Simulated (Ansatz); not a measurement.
TaSi2: moving Si off its site

TaSi2, P6_222, a = 4.805 Å, c = 6.599 Å. The structure is a COD entry; whether it is the stable form wasn't checked. Ansatz: PBE, PAW, 420 eV, Γ-centred 9×9×6 mesh on 9 atoms, Gaussian smearing 0.15 eV; no spin polarisation.

```xyz
9
Lattice="4.8051 0.0000 0.0000 -2.4026 4.1613 0.0000 0.0000 0.0000 6.5989" Properties=species:S:1:pos:R:3 pbc="T T T"
Ta    2.4026    0.0000    3.2994
Ta    1.2013    2.0807    5.4991
Ta   -1.2013    2.0807    1.0998
Si    0.0000    1.3226    3.2994
Si    3.6597    0.6613    5.4991
Si    1.2571    3.5000    1.0998
Si    2.4026    2.8387    3.2994
Si   -1.2571    3.5000    5.4991
Si    1.1454    0.6613    1.0998
```

Atom 4 (Si) moves by x along the unit vector (0.000, 1.000, 0.000), with its periodic images; all else is held. y is the free energy of the cell over the start, F the force along the path summed over the moved atoms.

```tsv
x (Å)	y (meV)	F (eV/Å)
-0.100	?	?
-0.080	25.73	0.64
-0.060	14.56	0.48
-0.040	6.57	0.32
-0.020	1.73	0.16
0.000	0.00	0.01
0.040	5.74	-0.30
0.060	13.18	-0.45
0.080	23.66	-0.60
0.100	37.20	-0.75
```

**Question.** Fit y = c2 x² + c3 x³ + c4 x⁴ to the energies of the other rows, give the force constant, and predict energy and force of the missing row.

**Answer.** Least squares on the rows shown. y = 3785.5 x² − 2141.4 x³ + 14137 x⁴. The force constant is 2 c2 = 7.57 eV/Å² (for all images moving together, not for a lone atom). The force −dy/dx at the missing row is 0.88 eV/Å (computed 0.80). At x = -0.100 the fit asked for gives 41.41 meV. The run gave 40.15 meV, so the fit is 1.26 meV too high, 3.1 % of the span of the series, against an rms of 0.21 meV on the fitted rows. The row lies outside the fitted range. With a term in x⁵ added, a fit to the same known rows predicts 39.24 meV, a smaller miss on the other side.

Spin–orbit coupling is left out, which can shift energies with elements as heavy as these.